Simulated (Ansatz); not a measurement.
# BP: a single-point run

The task is a single-point run on BP. The structure is shown as the input types it.

Program: Ansatz 0.2.0. Level of theory: density functional or hybrid calculation with the settings of its input, plane waves (as first typed). These are calculated values, not measurements.

4 further runs of the same task are left out: 4 that didn't finish.

## 1. The system as given

Symmetry: F-43m, No. 216, cubic system. Conventional cell: a = 4.537 Å, b = 4.537 Å, c = 4.537 Å, α = 90.00°, β = 90.00°, γ = 90.00°. B (site symmetry -43m) is surrounded by 4 P at 1.96 Å. P (site symmetry -43m) has 4 B at 1.96 Å as nearest neighbours.

Coordinates:

```cif
data_structure
_symmetry_space_group_name_H-M 'F-43m'
_symmetry_Int_Tables_number 216
_cell_length_a 4.5366
_cell_length_b 4.5366
_cell_length_c 4.5366
_cell_angle_alpha 90.000
_cell_angle_beta 90.000
_cell_angle_gamma 90.000
_cell_volume 93.37
loop_
_atom_site_label
_atom_site_type_symbol
_atom_site_symmetry_multiplicity
_atom_site_Wyckoff_symbol
_atom_site_fract_x
_atom_site_fract_y
_atom_site_fract_z
_atom_site_occupancy
B1 B 4 a 0.00000 0.00000 0.00000 1
P1 P 4 d 0.25000 0.25000 0.75000 1
```

## 2. The calculation

Contents of input.yaml:

```yaml
crystal:
  lattice:
    - [0.0, 2.268315684, 2.268315684]
    - [2.268315684, 0.0, 2.268315684]
    - [2.268315684, 2.268315684, 0.0]
  atoms:
    - { symbol: B, position: [0.0, 0.0, 0.0] }
    - { symbol: P, position: [0.25, 0.25, 0.25] }
kpoints:
  mp_grid: { grid: [6, 6, 6] }
hamiltonian:
  xc: pbesol
scf:
  occupations: { method: fixed }
  n_extra_bands: 4
  mixing: { beta: 0.005 }
  max_iter: 92
output:
  forces: true
  stress: true
  eigenvalues: true
```

Run with:

```bash
$ ansatz run input.yaml --threads 4 --pin off --max-ram 3686MiB --backend cpu --events-out ev --progress --plain --runs-dir out
```

**Question.** How will this run end, and is anything wrong with its input?

The run converged and reported no error. That alone doesn't make the input a sound one.

The suspect setting: scf.mixing.beta is 0.005. The risk: mixing too weak. Here it converged all the same; such a setting changes the road, not the converged state.

Run again and compare: delete scf.mixing.beta (the default then holds).
